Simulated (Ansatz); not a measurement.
An input for the plane-wave PAW code Ansatz:

```yaml
crystal:
  lattice:
    - [0.0, 2.3910014755, 2.3910014755]
    - [2.3910014755, 0.0, 2.3910014755]
    - [2.3910014755, 2.3910014755, 0.0]
  atoms:
    - { symbol: Sn, position: [0.0, 0.0, 0.0] }
basis:
  ecutwfc: 500
  ecutrho_ratio: 4
kpoints:
  mp_grid: { grid: [16, 16, 16] }
  band_path:
    path:
      - [[0.0, 0.0, 0.0], [0.5, 0.0, 0.5], [0.625, 0.25, 0.625]]
      - [[0.375, 0.375, 0.75], [0.0, 0.0, 0.0], [0.5, 0.5, 0.5], [0.5, 0.25, 0.75], [0.5, 0.0, 0.5]]
    npoints: 14
hamiltonian:
  xc: r2scan
scf:
  occupations: { method: gaussian, width: 0.05 }
output:
  forces: true
  stress: true
  eigenvalues: true
  populations: true
  dos: { projected: true, de: 0.02, nscf_kmesh: { grid: [24, 24, 24] } }
  bader: true
```

At room temperature and ambient pressure Sn takes another structure.

The output:

```
Pseudopotentials: kind: paw
Pseudopotential: Sn, paw, valence charge 14, recommended cutoff 500 eV (meta_gga), Sn.paw.azcp
Crystal: 1 atoms, lattice volume = 27.338 Å³
Basis set: ecut = 500 eV, 725 PW (Γ), exchange–correlation on 100×100×100 points (64 copies of the dense FFT grid, shifted against one another)
Bands: 11, of which v1, the nominal top of the filled ones, is band 7 counted from 1 (6 counted from 0)
Symmetry: 48 space group operations
Space group: Fm-3m (ITA 225), of the structure as read, at distance tolerance 3.0e-5 Å
k-points: 145 of 4096
Initial density: superposition of atomic densities (neutral atoms: chi_scale 0, normalization atom), corrected by the library's trained network
Initial wavefunctions: pseudopotential atomic-orbital guess
Functional: x = r2scan, c = r2scan; τ floored in thin density (d = 2e-4 eV/Å³)
```

SCF trace (energy estimate counted from the last row):
| iteration | ΔE (eV) | density residual (eV) |
| --- | --- | --- |
| 1 | 0.006 | 2.79e-3 |
| 2 | 8.2e-04 | 1.04e-3 |
| 3 | 3.4e-05 | 3.07e-5 |
| 4 | 1.0e-06 | 5.30e-7 |
| 5 | 0.000 | 3.64e-8 |
| 6 | 0.000 | 8.53e-11 |

```
SCF 1 converged in 6 iterations: F = -6038.396015 eV  dr2 = 8.53e-11
NSCF: frozen V_eff on 86 k-points
NSCF: frozen V_eff on 413 k-points
SCF converged after 6 iterations
Free energy (F): -6038.396015 eV
E sigma→0 (E₀):  -6038.395519 eV
Entropy (-TS):   -0.000992 eV (-0.992 meV/atom)
Fermi energy:    10.816322 eV
--- Forces (eV/Å), atoms counted from 1 ---
  atom   1  Sn     0.00000000     0.00000000     0.00000000
--- Stress (GPa, compression-positive) ---
        0.003407       0.000000       0.000000
        0.000000       0.003407       0.000000
        0.000000       0.000000       0.003407
  P = ⅓ Tr σ = 0.0034 GPa (0.034 kbar)
--- Löwdin populations: 1 site ---
  site symbol       q [e]
     0     Sn     13.9559
--- Bader charges: 1 site ---
  site symbol  charge [e]  shift [e]
     0     Sn      0.0000     0.0000
  estimated error of the sums over rays = 3.5e-7 e
```

In short (r²SCAN): pressure 0.0 GPa, gap on the mesh zero (metallic).

It took roughly 50 core-seconds on a shared host.
